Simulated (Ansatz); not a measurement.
# C (Cmme) in Ansatz: reference runs

How does C come out in PBE? The cell is run as given and disturbed.

All numbers are computed with Ansatz 0.2.0; they aren't measurements. Logs are shortened: lines on timing, memory, paths and dates and some standing lists are left out, and cuts for length are marked.

## (1) The structure

The structure is orthorhombic, space group Cmme (No. 67). Conventional cell: a = 2.456 Å, b = 4.254 Å, c = 7.173 Å, α = 90.00°, β = 90.00°, γ = 90.00°. C (site symmetry m) has 3 C at 1.42 Å as nearest neighbours.

This is a stacking variant of graphite.

## (2) Single point, PBE

File input.yaml:

```yaml
crystal:
  lattice:
    - [1.22804797, -2.12706182, 0.0]
    - [1.22804797, 2.12706182, 0.0]
    - [0.0, 0.0, 7.17326776]
  atoms:
    - { symbol: C, position: [0.91662054, 0.08337946, 0.7531376] }
    - { symbol: C, position: [0.41662054, 0.58337946, 0.2468624] }
    - { symbol: C, position: [0.08337946, 0.91662054, 0.2468624] }
    - { symbol: C, position: [0.58337946, 0.41662054, 0.7531376] }
hamiltonian:
  xc: pbe
  pseudopotentials: { kind: paw }
kpoints:
  mp_grid: { grid: [12, 12, 4] }
scf:
  occupations: { method: fermi_dirac, width: 0.05 }
output:
  forces: true
  stress: true
  eigenvalues: true
```

Potentials or basis: Ansatz PAW.

Started as:

```sh
$ ansatz run input.yaml --threads 2 --pin off --max-ram 5120MiB --backend cpu --events-out ev --progress --plain --runs-dir out
```

The log of the run:

```text
Warning: RAYON_NUM_THREADS=2 ignored (pool sized by the plan → 2); use --threads N
Engine: ansatz 0.2.0, aarch64-unknown-linux-gnu
Pseudopotentials: kind: paw
Pseudopotential: C, paw, valence charge 4, recommended cutoff 420 eV (normal), C.paw.azcp
Functional definition: PBE
  parameter kappa = 0.804
  parameter beta = 0.06672455060314922
  exchange = pbe_x(kappa = kappa, mu = beta*pi^2/3)
  correlation = pbe_c(beta = beta)
Crystal: 4 atoms, lattice volume = 37.475 Å³
Basis set: ecut = 420 eV, 713 PW (Γ), exchange–correlation on 36×36×96 points (8 copies of the dense FFT grid, shifted against one another)
Bands: 12, of which v1, the nominal top of the filled ones, is band 8 counted from 1 (7 counted from 0)
Symmetry: 8 space group operations
Space group: Cmme (ITA 67), of the structure as read, at distance tolerance 3.3e-5 Å
k-points: 129 of 576
Non-local potential: C, projectors of the file, l = 0: 2, l = 1: 2, l = 2: 1
PAW form: soft (Blöchl's): semilocal exchange-correlation on the pseudo side does not see the compensation charge
PAW one-centre angular grid: C, 110 points (default); XC on 64 Gauss nodes
Initial density: superposition of atomic densities (neutral atoms: chi_scale 0, normalization atom), corrected by the library's trained network
Initial wavefunctions: pseudopotential atomic-orbital guess
Functional: x = pbe(κ = 0.804, μ = 0.2195149727645171), c = pbe(β = 0.06672455060314922)
SCF iter   1: F=—  HF=-1003.739023 eV  |F-HF|=—  |Δ(HF+E_count)|=         —  Δρ=3.01e-3  dr2=3.97e-3  ethr=1.77e-3  ⟨swp⟩=6.1  Hψ=8823  notcnv=0
preconditioner: auto → LDOS  [metal: Δε(μ)=0.024 eV  Ē_g=15.719 eV  σ=0.050 eV  W_gap=0.12  n_scr=4 (ndim 8)  ℏωp=24.3 eV  f_vac=0.055  D(μ)=0.20/eV (n_scr^D=2)  β→1.0]
SCF iter   2: F=—  HF=-1003.738754 eV  |F-HF|=—  |Δ(HF+E_count)|=   2.70e-4  Δρ=1.17e-3  dr2=5.62e-4  ethr=2.48e-5  ⟨swp⟩=2.1  Hψ=3996  notcnv=0
SCF iter   3: F=—  HF=-1003.738513 eV  |F-HF|=—  |Δ(HF+E_count)|=   2.41e-4  Δρ=1.14e-4  dr2=8.84e-6  ethr=3.51e-6  ⟨swp⟩=2.1  Hψ=2567  notcnv=0
SCF iter   4: F=—  HF=-1003.738542 eV  |F-HF|=—  |Δ(HF+E_count)|=   2.95e-5  Δρ=6.49e-5  dr2=6.43e-6  ethr=5.52e-8  ⟨swp⟩=2.4  Hψ=2751  notcnv=0
SCF iter   5: F=—  HF=-1003.738541 eV  |F-HF|=—  |Δ(HF+E_count)|=   1.49e-6  Δρ=2.23e-5  dr2=7.15e-7  ethr=4.02e-8  ⟨swp⟩=2.1  Hψ=1897  notcnv=0
SCF iter   6: F=-1003.738541 eV  HF=-1003.738541 eV  |F-HF|=8.30e-9  |Δ(HF+E_count)|=   1.35e-7  Δρ=2.90e-6  dr2=1.11e-8  ethr=6.25e-10  ⟨swp⟩=6.0  Hψ=7649  notcnv=0
SCF 1 converged in 6 iterations: F = -1003.738541 eV  dr2 = 1.11e-8
SCF converged after 6 iterations
Free energy (F): -1003.738541 eV
Harris-Foulkes:  -1003.738541 eV  (|F-HF|=8.30e-9)
Internal energy: -1003.736989 eV  (E = F + TS)
E sigma→0 (E₀):  -1003.737765 eV
Entropy (-TS):   -0.001552 eV (-0.388 meV/atom)
Fermi energy:    6.346075 eV
--- Per-component energies (eV) ---
  E_band       = -45.294101
  E_kinetic    = 364.886582
  E_local      = -688.526820  (includes V_loc(G=0)·N_el)
  E_nonlocal   = 109.529144
  E_hartree    = 217.165793
  E_xc         = -192.333592
  E_vxc        = -238.143699  (∫ρ·V_xc dr)
  E_paw        = -397.504740  (= ΣΔE_a)
  E_vpaw       = -27.371224  (= ΣTr[D̂ρ^β])
  E_aug_tail   = 0.000029  (compensation charges beyond the density's cutoff)
  E_ewald      = -416.953384
  E_smearing   = -0.001552  (= −TS)
  E_closure    = -0.000000  (closes the sum)
  Σ components = -1003.738541   (vs F -1003.738541, Δ=0.00e0)
--- Forces (eV/Å), atoms counted from 1 ---
  atom   1  C     -0.00000000    -0.02381644    -0.00755941
  atom   2  C     -0.00000000    -0.02381644     0.00755941
  atom   3  C      0.00000000     0.02381644     0.00755941
  atom   4  C      0.00000000     0.02381644    -0.00755941
  max |Σ_I F_I| component: 3.33e-16 eV/Å
--- Stress (GPa, compression-positive) ---
        4.947865      -0.000000       0.000000
       -0.000000       4.735460      -0.000000
        0.000000      -0.000000       1.582805
  P = ⅓ Tr σ = 3.7554 GPa (37.554 kbar)
--- Band table (eV; the first three rows and the last of 129) ---
  k-point 0: bands = ["-13.3421", "-13.1667", "-1.9928", "-0.6145", "3.3157", "3.3212", "3.3222", "3.3400", "10.1153", "14.7359", "14.7689", "14.7889"]
  k-point 1: bands = ["-13.3176", "-13.1929", "-1.8174", "-0.8474", "3.3165", "3.3209", "3.3251", "3.3376", "10.7091", "14.2492", "14.7443", "14.7717"]
  k-point 2: bands = ["-13.2654", "-13.2469", "-1.4064", "-1.3132", "3.3182", "3.3191", "3.3300", "3.3325", "12.1702", "12.3713", "14.7606", "14.7669"]
  k-point 128: bands = ["-7.9652", "-7.9510", "-6.9676", "-6.9569", "-0.0985", "-0.0948", "3.9274", "4.0038", "7.9824", "8.0520", "13.8414", "13.8654"]
```

Wall time 2.3 s (2 threads of Arm Neoverse V1, shared host); peak memory 0.32 GiB.

What came out:

```yaml
Free_energy: -1003.7385 eV
Pressure: 3.8 GPa
Largest_force: 0.025 eV/Å
Band_gap_on_the_k_mesh: 0.02 eV
```

Forces on the atoms (eV/Å):
```
C    0.000 -0.024 -0.008
C    0.000 -0.024  0.008
C    0.000  0.024  0.008
C    0.000  0.024 -0.008
```

Levels at points of the mesh, in eV from the valence-band top:
```tsv
k point	band 5	band 6	band 7	band 8	band 9	band 10	band 11	band 12
(0.00, 0.00, 0.00)	-3.02	-3.01	-3.01	-3.00	3.78	8.40	8.43	8.45
(0.00, 0.00, -0.50)	-3.02	-3.02	-3.01	-3.00	5.83	6.04	8.43	8.43
(0.00, -0.50, 0.00)	-6.44	-6.44	-2.42	-2.42	1.81	1.81	7.52	7.52
(0.00, -0.50, -0.50)	-6.44	-6.44	-2.37	-2.37	1.68	1.68	7.51	7.51
(-0.50, -0.50, 0.00)	-6.45	-6.42	-2.83	-1.86	1.16	2.29	7.40	7.64
(-0.50, -0.50, -0.50)	-6.43	-6.43	-2.41	-2.33	1.65	1.72	7.51	7.53
```

Caveat: the pressure holds a Pulay correction of +0.5 GPa for the finite cutoff; this functional lacks dispersion, which binds the layers, so the pressure and a relaxed spacing across them are unreliable. A k mesh can miss the band edges.

## (3) Single point, PBE (atoms moved at random, drawn with an rms of 0.05 Å)

File input.yaml:

```yaml
crystal:
  lattice:
    - [1.22804797, -2.12706182, 0.0]
    - [1.22804797, 2.12706182, 0.0]
    - [0.0, 0.0, 7.17326776]
  atoms:
    - { symbol: C, position: [0.909979, 0.094618, 0.755901] }
    - { symbol: C, position: [0.411372, 0.589187, 0.251582] }
    - { symbol: C, position: [0.104114, 0.910169, 0.245698] }
    - { symbol: C, position: [0.556726, 0.373158, 0.752746] }
hamiltonian:
  xc: pbe
  pseudopotentials: { kind: paw }
kpoints:
  mp_grid: { grid: [12, 12, 4] }
scf:
  occupations: { method: fermi_dirac, width: 0.05 }
output:
  forces: true
  stress: true
  eigenvalues: true
```

Potentials or basis: Ansatz PAW.

Started as:

```sh
$ ansatz run input.yaml --threads 2 --pin off --max-ram 5120MiB --backend cpu --events-out ev --progress --plain --runs-dir out
```

It took 6.3 s on 2 threads of Arm Neoverse V1, shared host; peak memory 0.41 GiB.

The run converged. Its results:

```yaml
Free_energy: -1003.1739 eV
Pressure: 8.0 GPa
Largest_force: 5.705 eV/Å
Band_gap_on_the_k_mesh: 0.77 eV
```

Forces on the atoms (eV/Å):
```
C   -4.144 -3.903 -0.354
C    0.743 -4.895 -0.663
C   -0.746  4.894  0.680
C    4.147  3.903  0.337
```

Stress tensor (GPa, compression positive):
```
 2.63 -3.66 -0.27
-3.66 19.72 -1.25
-0.27 -1.25  1.62
```

Levels at points of the mesh, in eV from the valence-band top:
```
              k point  band 5  band 6  band 7  band 8  band 9  band 10  band 11  band 12
   (0.00, 0.00, 0.00)   -4.24   -3.69   -1.20   -0.59    4.27     6.61     7.31     9.53
  (0.00, 0.00, -0.50)   -4.24   -3.69   -1.20   -0.59    6.31     6.50     6.61     7.31
  (0.00, -0.50, 0.00)   -6.81   -5.97   -2.68   -2.13    2.60     3.63     7.61     7.70
 (0.00, -0.50, -0.50)   -6.81   -5.97   -2.65   -2.09    2.49     3.50     7.61     7.70
  (-0.50, 0.00, 0.00)   -6.23   -5.42   -2.32   -1.68    1.84     2.95     7.49     7.66
 (-0.50, 0.00, -0.50)   -6.23   -5.42   -2.28   -1.64    1.74     2.82     7.49     7.66
 (-0.50, -0.50, 0.00)   -5.41   -5.31   -1.81   -0.78    0.82     1.84     7.76     8.29
(-0.50, -0.50, -0.50)   -5.41   -5.31   -1.39   -1.25    1.23     1.36     7.78     8.26
```

Caveat: the pressure holds a Pulay correction of +0.5 GPa for the finite cutoff. A k mesh can miss the band edges.
